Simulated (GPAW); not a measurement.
Runs of GPAW 26.7.0 on BaTiO3. It takes space group R3m (No. 160, trigonal). The conventional cell has a = 5.655 Å, b = 5.655 Å, c = 6.955 Å, α = 90.00°, β = 90.00°, γ = 120.00°. Ba (site symmetry 3m) has 12 O at 2.79 to 2.89 Å as nearest neighbours. Around Ti (site symmetry 3m) lie 6 O at 1.87 to 2.14 Å. Around O (site symmetry m) lie 2 Ti at 1.87 to 2.14 Å. 

| task | level | potentials or basis | k mesh | ranks | band path | band points | gap on the mesh (eV) | pressure (GPa) | largest force (eV/Å) |
| --- | --- | --- | --- | --- | --- | --- | --- | --- | --- |
| single point | PBEsol | PAW data sets generated in the run's folder for this functional, pw | 7 × 7 × 7 | - | - | - | 2.43 | 0.3 | 0.20 |
| band structure | LDA | the program's PAW data sets (release 1.2.1) made for this functional, pw | 5 × 5 × 5 | - | GLB1,BZGX,QFP1Z,LP | 100 | 2.45 | -4.6 | (c) |
| band structure | r2SCAN | GPAW PAW data sets (gpaw-data 1.2.1), pw | 5 × 5 × 5 | - | GLB1,BZGX,QFP1Z,LP | 100 | 2.91 | (b) | (a) |
| band structure | PBEsol | PAW data sets generated in the run's folder for this functional, pw | 5 × 5 × 5 | - | GLB1,BZGX,QFP1Z,LP | 100 | 2.49 | 0.3 | 0.19 |

Alike in all rows: no spin polarisation; cell as given; cutoff (eV) 800; smearing fermi-dirac 0.05 eV.

Q: Estimate the missing entries.

A: (a) 0.18; (b) 3.4; (c) 0.15.

Caveats: spin-orbit coupling is left out, which moves the levels of the heavy elements; the mesh misses the band edges, which the band path finds closer together (some runs); an odd mesh through Γ misses points on the zone boundary, where band edges often lie (some runs); the PAW data sets were made with another functional, which shifts forces and pressure a little (some runs).

A k mesh can miss the band edges, and the runs leave out spin-orbit coupling on Ba.
